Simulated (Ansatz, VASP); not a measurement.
Two plane-wave programs on Co

```
CELL_PARAMETERS angstrom
0.00000 1.79785 1.79785
1.79785 0.00000 1.79785
3.59570 3.59570 0.00000
ATOMIC_POSITIONS crystal
Co 0.00000 0.00000 0.00000
Co 0.00000 0.00000 0.50000
```

Change from the starting cell: moments +- scaled by 0.5, plain SCF.

Alike in both runs: task single point; functional PBEsol; k mesh 12 × 12 × 6; occupations fermi-dirac, width 0.1 eV; collinear spin.

|  | VASP | Ansatz |
| --- | --- | --- |
| version | VASP 6.6.1 | Ansatz 0.2.0 |
| potentials or method | VASP PAW PBE potentials, release 64 (Co) | PAW, plane waves, scalar-relativistic |
| plane-wave cutoff (eV) | 520 | 420 |
| valence electrons in the cell | 18 | 34 |

VASP gave:

* pressure (GPa): -24.9
* largest component of the traceless stress (GPa): 1.47
* net moment per atom (μB): 0.00
* size of the moment on the site where the two differ most (μB): 1.17

Q: Estimate Ansatz's values.

A: Pressure (GPa): -24.7; largest component of the traceless stress (GPa): 1.50; net moment per atom (μB): 0.00; size of the moment on the site where the two differ most (μB): 1.19.

Site moments also hang on the region over which each program counts them. The functional is the same, so the differences come from potentials, cutoffs and numerics. The two sets of potentials don't hold the same shells in valence.

Caveats: so large a pressure means that the cell lies far from this level's equilibrium, or that cutoff or potentials fall short (VASP); the potentials were made for another functional, which shifts forces and pressure (VASP).
